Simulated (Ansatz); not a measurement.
**TiAl3: how the free axis answers a strain**

TiAl3, I4/mmm, a = 3.845 Å, c = 8.623 Å. Ansatz: PBE, PAW, 420 eV, Γ-centred 10×10×4 mesh on 8 atoms, Gaussian smearing 0.10 eV; no spin polarisation. Series: biaxial strain in the a-b plane, c and atoms relaxed; x is the strain in per cent. y is the change of c in per cent of 8.623 Å.

```tsv
x (%)	y (%)
-3.0	?
-2.0	0.79
-1.0	0.41
0.0	0.00
1.0	-0.38
2.0	-0.83
3.0	-1.31
```

Question: Fit y = c1 x + c2 x² to the other rows, say what c1 measures, and predict the missing y.

Answer: Least squares on the rows shown. y = −0.4077 x − 0.007940 x². With no stress along c, c1 = −2C13/C33 = -0.408. With a term in x³ added, the coefficient of x becomes -0.3900, 4 % less, which shows how far this figure hangs on the form. At x = -3.0 the fit asked for gives 1.15 %. The run gave 1.17 %, so the fit is 0.02 % too low, within twice the rms miss on the fitted rows (0.02 %).